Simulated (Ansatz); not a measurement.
# MgS: a single-point run

Wanted: a converged single-point run for MgS, and a check of what comes out. The structure is shown as the input types it. The cell is built on a prototype (CsCl type) and needn't be the phase found in nature.

Method: density functional or hybrid calculation with the settings of its input, plane waves (as first typed), in Ansatz 0.2.0.

1 further run of the same task is left out (it didn't finish).

**1. The system as given**

Symmetry: Pm-3m, No. 221, cubic system. The conventional cell has a = 3.263 Å, b = 3.263 Å, c = 3.263 Å, α = 90.00°, β = 90.00°, γ = 90.00°. Around Mg (site symmetry m-3m) lie 8 S at 2.83 Å. Around S (site symmetry m-3m) lie 8 Mg at 2.83 Å.

The input asks for a charge of -1 e on the cell.

Coordinates:

```cif
data_structure
_symmetry_space_group_name_H-M 'P 1'
_symmetry_Int_Tables_number 1
_cell_length_a 3.2628
_cell_length_b 3.2628
_cell_length_c 3.2628
_cell_angle_alpha 90.000
_cell_angle_beta 90.000
_cell_angle_gamma 90.000
_cell_volume 34.74
loop_
_atom_site_label
_atom_site_type_symbol
_atom_site_fract_x
_atom_site_fract_y
_atom_site_fract_z
_atom_site_occupancy
Mg1 Mg 0.00000 0.00000 0.00000 1
S1 S 0.50000 0.50000 0.50000 1
```

**2. Input and run**

The input, input.yaml:

```yaml
crystal:
  lattice:
    - [3.2628174072, 0.0, 0.0]
    - [0.0, 3.2628174072, 0.0]
    - [0.0, 0.0, 3.2628174072]
  atoms:
    - { symbol: Mg, position: [0.0, 0.0, 0.0] }
    - { symbol: S, position: [0.5, 0.5, 0.5] }
kpoints:
  mp_grid: { grid: [6, 6, 6] }
hamiltonian:
  xc: pbesol
scf:
  occupations: { method: fermi_dirac, width: 0.02 }
  n_extra_bands: 4
  max_iter: 87
output:
  forces: true
  stress: true
  eigenvalues: true
total_charge: -1
```

Started as:

```console
$ ansatz run input.yaml --threads 4 --pin off --max-ram 3686MiB --backend cpu --events-out ev --progress --plain --runs-dir out
```

Q: Will this input give a usable result? If not, why, and what should change?

The program finished normally. That alone doesn't make the input a sound one.

The suspect setting: total_charge is -1. The typed charge changes the electron count, so this is no longer the system that was meant.

Run again and compare: delete total_charge (the default then holds).
